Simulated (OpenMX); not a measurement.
Crystal: Nd.

```xyz
2
Lattice="3.6570 0.0000 0.0000 -1.8285 3.1671 0.0000 0.0000 0.0000 5.9020" Properties=species:S:1:pos:R:3 pbc="T T T"
Nd    1.8285    1.0557    4.4265
Nd    0.0000    2.1114    1.4755
```

This isn't the form of Nd at room conditions, which is double hcp.

Base run:

* Program: OpenMX 3.8.5
* Functional: PBE
* Potentials or basis: OpenMX 2013 PBE set, Nd8.0-s2p2d1f1, grid cutoff 400 Ry
* k mesh: 9 × 9 × 5
* Occupations: fermi-dirac, width 0.05 eV
* Spin: collinear spin, ferromagnetic start
* Starting moments: [3.0, 3.0] μB

Its results: pressure 0.2 GPa; net moment 8.67 μB per cell; site moments Nd +4.33 μB; largest force 0.044 eV/Å.

Q: After a change of settings the same cell gave: pressure 0.3 GPa; net moment 8.86 μB per cell; site moments Nd +4.43 μB; largest force 0.044 eV/Å. Which change was it?
A. potentials or basis from OpenMX 2013 PBE set, Nd8.0-s2p2d1f1, grid cutoff 400 Ry to OpenMX 2013 PBE set, Nd8.0-s3p3d2f1, grid cutoff 400 Ry
B. potentials or basis from OpenMX 2013 PBE set, Nd8.0-s2p2d1f1, grid cutoff 400 Ry to OpenMX 2013 PBE set, Nd8.0-s2p2d1f1, grid cutoff 560 Ry; k mesh from 9 × 9 × 5 to 7 × 7 × 5
C. functional from PBE to LDA; potentials or basis from OpenMX 2013 PBE set, Nd8.0-s2p2d1f1, grid cutoff 400 Ry to OpenMX 2013 LDA set, Nd8.0-s3p2d2f1, grid cutoff 400 Ry

A: B.

Caveats: the magnetic or orbital state may not be the lowest; the basis of atomic orbitals isn't converged, which shifts pressures, moduli and gaps.
